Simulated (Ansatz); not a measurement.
Input of an Ansatz 0.2.0 run:

Contents of input:

```
crystal:
  lattice:
    - [4.5664, 0.0, 0.0]
    - [-2.2832, 3.95462, 0.0]
    - [0.0, 0.0, 2.83374]
  atoms:
    - { symbol: As, position: [0.33333, 0.66667, 0.0] }
    - { symbol: As, position: [0.66667, 0.33333, 0.0] }
hamiltonian:
  xc:
    exchange: hjs_pbesol
    correlation: pbesol
    exx: { coeff: 0.25, omega: 0.207 }
  pseudopotentials: { kind: paw }
kpoints:
  mp_grid: { grid: [4, 4, 5] }
  band_path:
    path:
      - [[0.0, 0.0, 0.0], [0.5, 0.0, 0.0], [0.3333333333, 0.3333333333, 0.0], [0.0, 0.0, 0.0], [0.0, 0.0, 0.5], [0.5, 0.0, 0.5], [0.3333333333, 0.3333333333, 0.5], [0.0, 0.0, 0.5]]
      - [[0.5, 0.0, 0.5], [0.5, 0.0, 0.0]]
      - [[0.3333333333, 0.3333333333, 0.0], [0.3333333333, 0.3333333333, 0.5]]
    npoints: 4
scf:
  occupations: { method: fermi_dirac, width: 0.05 }
  n_extra_bands: 6
output:
  forces: true
  stress: true
  eigenvalues: true
  fatbands: false
```

(1) Estimate the band gap on the k mesh.

(2) Predict the pressure.

Results:

(1) none (metal or under the smearing width).

(2) -4.4 GPa.

Caveat: the k mesh is coarse (spacing up to 0.44 Å⁻¹), so the values aren't converged, least of all with exact exchange; the PAW data sets come from PBE, with cores solved anew for the run's functional, which leaves a small shift of forces and pressure; the thresholds are loose for stress.
